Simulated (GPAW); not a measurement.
Write an ASE script for GPAW 26.7.0 that does the following.

```
Task                : equation of state
Functional          : LDA
Potentials or basis : the program's PAW data sets (release 1.2.1) made for this functional
Cutoff              : 800 eV
Basis               : pw
k mesh              : 5 × 5 × 5
Occupations         : fermi-dirac, width 0.05 eV
Spin                : no spin polarisation
Maxiter             : 150
Eos scales          : [0.94, 0.96, 0.98, 1.0, 1.02, 1.04, 1.06]
```

Zr2O:

```
Zr O
1.0
     4.87635    0.00000    0.00000
     0.00000    4.87635    0.00000
     0.00000    0.00000    4.87635
Zr O
4 2
Direct
  0.75000 0.75000 0.75000
  0.25000 0.75000 0.25000
  0.75000 0.25000 0.25000
  0.25000 0.25000 0.75000
  0.50000 0.50000 0.50000
  0.00000 0.00000 0.00000
```

The cell comes from a database or a generator and needn't be the stable form of this composition.

The input as run:

run.py

```python
from ase import Atoms
from ase.eos import EquationOfState
from ase.io import Trajectory
from ase.units import GPa
from gpaw import GPAW, PW

atoms = Atoms(['Zr', 'Zr', 'Zr', 'Zr', 'O', 'O'],
              cell=[[4.876349, 0.0, 0.0],
                    [0.0, 4.876349, 0.0],
                    [0.0, 0.0, 4.876349]],
              scaled_positions=[[0.75, 0.75, 0.75],
                                [0.25, 0.75, 0.25],
                                [0.75, 0.25, 0.25],
                                [0.25, 0.25, 0.75],
                                [0.5, 0.5, 0.5],
                                [0.0, 0.0, 0.0]],
              pbc=True)

traj = Trajectory('eos.traj', 'w')
volumes, energies = [], []
for x in [0.94, 0.96, 0.98, 1.0, 1.02, 1.04, 1.06]:
    a = atoms.copy()
    a.set_cell(atoms.cell * x**(1 / 3), scale_atoms=True)
    calc = GPAW(mode=PW(800),
                xc='LDA',
                kpts={'size': (5, 5, 5), 'gamma': True},
                occupations={'name': 'fermi-dirac', 'width': 0.05},
                nbands=54,
                convergence={'density': 1e-05, 'energy': 1e-05},
                maxiter=150,
                txt=f'eos-{x:.2f}.txt')
    a.calc = calc
    energies.append(a.get_potential_energy(force_consistent=True))
    volumes.append(a.get_volume())
    p = -a.get_stress()[:3].mean() / GPa
    calc.write(f'eos-{x:.2f}.gpw')
    traj.write(a)
    print(f'{x:.2f} {volumes[-1]:10.4f} A^3 {energies[-1]:14.6f} eV {p:9.3f} GPa', flush=True)

v0, e0, B = EquationOfState(volumes, energies, eos='birchmurnaghan').fit()
print(f'V0 = {v0:.4f} A^3, E0 = {e0:.6f} eV, B0 = {B / GPa:.2f} GPa')
```

Potentials or basis: the program's PAW data sets (release 1.2.1) made for this functional, pw.

The run is started by

```console
$ OMP_NUM_THREADS=1 python run.py
```

Results of the run:

```json
{"Equilibrium volume": "17.86 Å³/atom (rough: see the caveat)", "Bulk modulus": "151 GPa (rough)"}
```

Caveat: the minimum lies outside the volumes run.

Wall time 6 min on 1 thread of Arm Neoverse V2 (shared host), peak memory 0.57 GiB.
